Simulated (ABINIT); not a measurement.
# C in ABINIT: convergence with smearing width

Input of the first run (smearing width 0.272 eV); the others differ in this setting and in those tied to it:

Contents of run.abi:

```
# Pseudopotentials
pp_dirpath "./"
pseudos "C.upf"

# Structure
acell 4.6420265239 4.6420265239 7.1139220251
rprim
     0.8660124494    -0.5000224370     0.0000000000
     0.8660124494     0.5000224370     0.0000000000
    -0.3663329314     0.0000000000     0.9304838437
ntypat 1
znucl 6
natom 2
typat 1 1
xred
     0.1666444700     0.1666444700     0.9999069600
     0.8333555300     0.8333555300     0.0000930400
chkprim 0
chksymtnons 0
tolsym 1.0e-6

# Plane-wave basis
ecut 41.0

# k points
kptopt 1
ngkpt 11 11 7
nshiftk 1
shiftk 0.0 0.0 0.0

# Exchange and correlation
ixc -116133

# Bands and occupations
nband 8
occopt 7
tsmear 0.272 eV

# SCF cycle
nstep 100
tolvrs 1.0e-10

# Output
iomode 3
prtwf 0
prtden 0
prteig 0
prtebands 0
enunit 2
```

Potentials or basis: PseudoDojo NC SR PBEsol v0.4.1 standard.

Command:

```bash
$ abinit run.abi > log 2>&1
```

This is a stacking variant of graphite.

Hardware: 1 thread of Arm Neoverse V1, with other jobs on the host.

| smearing width | energy less the tightest run, at zero smearing (meV/atom) | SCF cycles | CPU time (s) | peak memory (GiB) |
| --- | --- | --- | --- | --- |
| 0.272 eV | 0.01 | 8 | 62 | 0.1 |
| 0.2 eV | 0.00 | 8 | 63 | 0.09 |
| 0.136 eV | 0.00 | 8 | 63 | 0.09 |
| 0.1 eV | 0.00 | 8 | 62 | 0.09 |
| 0.05 eV | 0.00 | 8 | 63 | 0.1 |
| 0.025 eV | 0.00 | 8 | 63 | 0.09 |
| 0.01 eV | 0.00 | 8 | 65 | 0.1 |

Against the tightest run, the energy stays within 1 meV/atom from 0.272 eV on. The tightest run that finished is the yardstick and may itself not be fully converged.
